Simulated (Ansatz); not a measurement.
TaN:

```xyz
6
Lattice="5.1960 0.0000 0.0000 -2.5980 4.4999 0.0000 0.0000 0.0000 2.9110" Properties=species:S:1:pos:R:3 pbc="T T T"
Ta    0.0000    0.0000    0.0000
Ta    2.5980    1.5000    1.4555
Ta    0.0000    2.9999    1.4555
N    -1.0206    1.7678    0.0000
N     1.5774    2.7321    0.0000
N     2.0412    0.0000    0.0000
```

Base run:

- Program: Ansatz 0.2.0
- Functional: r2SCAN
- Potentials or basis: Ansatz PAW
- Cutoff: 500 eV (not typed: the program's choice for these potentials)
- k mesh: 6 × 6 × 9
- Occupations: fermi-dirac, width 0.05 eV
- Spin: no spin polarisation

Its results: band gap on the k mesh none (metal or under the smearing width); pressure 0.3 GPa; largest force 0.031 eV/Å.

Problem. The run is repeated on the same cell with these changes: functional from r2SCAN to LDA; cutoff from 500 eV (not typed: the program's choice for these potentials) to 420 eV (not typed: the program's choice for these potentials). What comes out?

Solution. Band gap on the k mesh none (metal or under the smearing width); pressure -10.0 GPa; largest force 0.051 eV/Å.

Caveats: spin-orbit coupling is left out, which moves the levels of the heavy elements; the PAW data sets come from PBE, with cores solved anew for the run's functional, which leaves a small shift of forces and pressure.
